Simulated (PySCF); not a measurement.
Geometry:
| atom | x (Å) | y (Å) | z (Å) |
| --- | --- | --- | --- |
| C1 | 1.915 | 0.799 | -0.261 |
| C2 | 0.414 | 0.646 | -0.442 |
| C3 | -0.085 | -0.746 | -0.089 |
| C4 | -1.572 | -0.939 | -0.317 |
| O5 | -2.379 | -0.130 | 0.514 |
| H6 | 2.206 | 0.605 | 0.775 |
| H7 | 2.459 | 0.092 | -0.893 |
| H8 | 2.251 | 1.805 | -0.519 |
| H9 | -0.095 | 1.389 | 0.183 |
| H10 | 0.143 | 0.874 | -1.480 |
| H11 | 0.454 | -1.487 | -0.691 |
| H12 | 0.144 | -0.965 | 0.960 |
| H13 | -1.854 | -1.969 | -0.087 |
| H14 | -1.811 | -0.766 | -1.377 |
| H15 | -2.235 | 0.788 | 0.273 |

Geometry: PBE0-D3(BJ)/def2-TZVP; GIAO absolute shieldings from PySCF 2.14.0 with density-fitted response routines, gas phase, non-relativistic, averaged over equivalent atoms.

At PBE0/pcSseg-2 (320 basis functions):
```tsv
atoms	σ (ppm)
C4	116.8
C3	145.5
C2	162.1
C1	168.9
O5	297.9
H13/H14	27.85
H11/H12	30.09
H9/H10	30.24
H6/H7/H8	30.50
H15	30.86
```

Estimate the result of repeating the calculation with B97-2/pcSseg-2.

Answers


```json
{"atoms": "C4", "σ at B97-2/pcSseg-2": "116.3", "change": "-0.5"}
{"atoms": "C3", "σ at B97-2/pcSseg-2": "145.1", "change": "-0.4"}
{"atoms": "C2", "σ at B97-2/pcSseg-2": "160.9", "change": "-1.2"}
{"atoms": "C1", "σ at B97-2/pcSseg-2": "167.8", "change": "-1.1"}
{"atoms": "O5", "σ at B97-2/pcSseg-2": "296.4", "change": "-1.5"}
{"atoms": "H13/H14", "σ at B97-2/pcSseg-2": "27.97", "change": "+0.12"}
{"atoms": "H11/H12", "σ at B97-2/pcSseg-2": "30.20", "change": "+0.11"}
{"atoms": "H9/H10", "σ at B97-2/pcSseg-2": "30.34", "change": "+0.10"}
{"atoms": "H6/H7/H8", "σ at B97-2/pcSseg-2": "30.61", "change": "+0.11"}
{"atoms": "H15", "σ at B97-2/pcSseg-2": "30.98", "change": "+0.12"}
```

The largest change is at O5 (alcohol oxygen). Cost: 320 basis functions. The order of the carbon signals is the same at both levels.
